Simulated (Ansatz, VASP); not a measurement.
## One calculation of CdSe, two programs

```
CELL_PARAMETERS angstrom
3.55240 0.00000 0.00000
0.00000 3.55240 0.00000
0.00000 0.00000 3.55240
ATOMIC_POSITIONS crystal
Cd 0.00000 0.00000 0.00000
Se 0.50000 0.50000 0.50000
```

Alike in both runs: task single point; functional PBE; k mesh 12 × 12 × 12; occupations fermi-dirac, width 0.15 eV; no spin polarisation.

|  | VASP | Ansatz |
| --- | --- | --- |
| version | VASP 6.6.1 | Ansatz 0.2.0 |
| potentials or method | VASP PAW PBE potentials, release 64 (Cd, Se) | scalar-relativistic, plane waves, PAW |
| plane-wave cutoff (eV) | 520 | 420 |
| valence electrons in the cell | 18 | 36 |

```tsv
	VASP	Ansatz	Ansatz less VASP
gap on the k mesh at the Fermi level (eV)	none	none	-
pressure (GPa)	0.6	0.4	-0.27
```

A gap of «none» marks a metal or a gap that the smearing closes. The two sets of potentials don't hold the same shells in valence.
